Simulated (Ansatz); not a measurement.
# MgO: band gap under strain

How does strain move the band edges of MgO built on the rocksalt prototype, and do the functionals agree on it? States: -2.0 % biaxial strain in x and y, free along z; -1.0 % biaxial strain in x and y, free along z; +1.0 % biaxial strain in x and y, free along z.

Code: Ansatz 0.2.0. PAW datasets, plane waves. Spin-unpolarised throughout; all numbers are computed.

## 1. The cell

The unstrained cell was relaxed with r2SCAN; in each strained cell the atoms were relaxed again with r2SCAN. Names of k-points are those of the unstrained zone, where strain can split equivalent points. First state: -2.0 % biaxial strain in x and y, free along z.

The symmetry is I4/mmm (No. 139, tetragonal); conventional cell a = 2.913 Å, c = 4.259 Å, 9.04 Å³ an atom. Mg has 6 O at 2.06–2.13 Å; O has 6 Mg at 2.06–2.13 Å.

Coordinates:

```cif
data_structure
_symmetry_space_group_name_H-M 'P 1'
_symmetry_Int_Tables_number 1
_cell_length_a 2.9628
_cell_length_b 2.9628
_cell_length_c 2.9135
_cell_angle_alpha 60.550
_cell_angle_beta 60.550
_cell_angle_gamma 58.901
_cell_volume 18.07
loop_
_atom_site_label
_atom_site_type_symbol
_atom_site_fract_x
_atom_site_fract_y
_atom_site_fract_z
_atom_site_occupancy
Mg1 Mg 0.00000 0.00000 0.00000 1
O1 O 0.50000 0.50000 0.50000 1
```

From earlier runs on the unstrained cell: PBE 4.80 eV, r2SCAN 5.68 eV, HSE06 6.54 eV, G0W0 7.23 eV (on its mesh); a = 4.204 Å.

## 2. -2.0 % biaxial strain in x and y, free along z: PBE

The input, input.yaml:

```yaml
crystal:
  lattice:
    - [0.0, 2.0601240671, 2.1293490089]
    - [2.0601240671, 0.0, 2.1293490089]
    - [2.0601240671, 2.0601240671, 0.0]
  atoms:
    - { symbol: Mg, position: [0.0, 0.0, 0.0] }
    - { symbol: O, position: [0.5, 0.5, 0.5] }
kpoints:
  mp_grid: { grid: [10, 10, 10] }
  band_path:
    path:
      - [0.0, 0.0, 0.0]
      - [0.5, 0.0, 0.5]
      - [0.625, 0.25, 0.625]
      - [0.375, 0.375, 0.75]
      - [0.5, 0.5, 0.5]
      - [0.5, 0.25, 0.75]
    npoints: 1
hamiltonian:
  xc: pbe
scf:
  occupations: { method: fermi_dirac, width: 0.02 }
  n_extra_bands: 4
output:
  forces: true
  stress: true
  eigenvalues: true
  write_density: true
  write_potential: true
  elf: true
  volumetric_format: npy
```

Started as:

```bash
ansatz run input.yaml --threads 2 --pin off --max-ram 20275MiB --backend cpu --events-out ev --progress --plain --runs-dir out
```

The runs that follow: -2.0 % biaxial strain in x and y, free along z: r2SCAN; -2.0 % biaxial strain in x and y, free along z: HSE06; -2.0 % biaxial strain in x and y, free along z: r2SCAN; -2.0 % biaxial strain in x and y, free along z: G0W0@PBE; -1.0 % biaxial strain in x and y, free along z: PBE; -1.0 % biaxial strain in x and y, free along z: r2SCAN; -1.0 % biaxial strain in x and y, free along z: HSE06; -1.0 % biaxial strain in x and y, free along z: r2SCAN; -1.0 % biaxial strain in x and y, free along z: G0W0@PBE; +1.0 % biaxial strain in x and y, free along z: PBE; +1.0 % biaxial strain in x and y, free along z: r2SCAN; +1.0 % biaxial strain in x and y, free along z: HSE06; +1.0 % biaxial strain in x and y, free along z: r2SCAN; +1.0 % biaxial strain in x and y, free along z: G0W0@PBE.

What does the calculation give?

**Answer**, as computed:

Least gap in eV (negative: overlap), with the change from the unstrained cell in brackets. G0W0 is on its own coarse mesh.

```
                                         state  volume change (%)           PBE        r2SCAN         HSE06          G0W0
-2.0 % biaxial strain in x and y, free along z               -2.7  5.02 (+0.22)  5.92 (+0.24)  6.78 (+0.24)  7.50 (+0.27)
-1.0 % biaxial strain in x and y, free along z               -1.4  4.91 (+0.11)  5.80 (+0.12)  6.66 (+0.12)  7.37 (+0.14)
+1.0 % biaxial strain in x and y, free along z               +1.4  4.65 (-0.15)  5.53 (-0.15)  6.37 (-0.17)  7.04 (-0.19)
```

What this shows: The largest move of the HSE06 gap in the table is +0.234 eV, under -2.0 % biaxial strain in x and y, free along z. PBE and HSE06 differ by 1.74 eV on the unstrained gap, and by at most 0.02 eV on its change: the two disagree on the size of the gap but agree on its response to strain. The G0W0 figures hold for the stated bands, cutoff and mesh and aren't extrapolated.
